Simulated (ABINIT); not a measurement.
Runs of ABINIT 10.8.3 (patched build) on ZrN. Symmetry: Fm-3m, No. 225, cubic system. Conventional cell: a = 4.600 Å, b = 4.600 Å, c = 4.600 Å, α = 90.00°, β = 90.00°, γ = 90.00°. Zr (site symmetry m-3m) is surrounded by 6 N at 2.30 Å. N (site symmetry m-3m) is surrounded by 6 Zr at 2.30 Å. 

```tsv
task	level	potentials or basis	spin	gap on the mesh (eV)	V0 of scaled cells (Å³/atom)	B0 (GPa)
band structure	LDA-PZ	JTH PAW LDA v2.0	off	none	-	-
band structure	PW91	JTH PAW PBE v2.0	SOC, no magnetisation	none	-	-
band structure	BP86	JTH PAW PBE v2.0	SOC, no magnetisation	none	-	-
equation of state	revPBE+D3	JTH PAW PBE v2.0	off	-	11.76	(b)
equation of state	WC	JTH PAW PBE v2.0	off	-	(a)	267
band structure	BLYP	JTH PAW PBE v2.0	SOC, no magnetisation	none	-	-
band structure	HCTH407	JTH PAW PBE v2.0	off	none	-	-
equation of state	BLYP+D2	JTH PAW PBE v2.0	off	-	12.46	259
```

Alike in all rows: cell as given; k mesh 10 × 10 × 10; cutoff (eV) 680; smearing fermi-dirac 0.05 eV.

Estimate the missing entries.

(a) 11.83; (b) 261.

Caveats: the PAW data sets were made with another functional, which shifts forces and pressure a little (some runs); pressures at fixed basis lie under the slope of the energies (some runs).

A k mesh can miss the band edges, and rows without SOC leave out spin-orbit coupling on Zr.

A gap of «none» marks a metal or a gap under the smearing width.
